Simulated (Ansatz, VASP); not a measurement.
**Pt in VASP and in Ansatz**

```xyz
1
Lattice="0.0000 1.9579 1.8992 1.9579 0.0000 1.8992 1.9579 1.9579 0.0000" Properties=species:S:1:pos:R:3 pbc="T T T"
Pt    0.0000    0.0000    0.0000
```

Change from the starting cell: strain +0.000 along x and y, -0.030 along z, atoms carried along.

Alike in both runs: task single point; functional PBEsol; k mesh 20 × 20 × 20; occupations gaussian, width 0.15 eV; no spin polarisation.

|  | VASP | Ansatz |
| --- | --- | --- |
| version | VASP 6.6.1 | Ansatz 0.2.0 |
| potentials or method | VASP PAW PBE potentials, release 64 (Pt) | scalar-relativistic, plane waves, PAW |
| plane-wave cutoff (eV) | 520 | 420 |
| valence electrons in the cell | 10 | 18 |

Ansatz gave:

* gap on the k mesh at the Fermi level (eV): none
* pressure (GPa): 10.3
* largest component of the traceless stress (GPa): 2.09

Estimate VASP's values.

gap on the k mesh at the Fermi level (eV): none; pressure (GPa): 9.9; largest component of the traceless stress (GPa): 2.09.

A gap of «none» marks a metal or a gap that the smearing closes. The functional is the same, so the differences come from potentials, cutoffs and numerics. The two sets of potentials don't hold the same shells in valence.

Caveats: the PAW data sets were made with another functional, which shifts forces and pressure a little (VASP). The runs have no spin-orbit coupling, so splittings on Pt are missing.
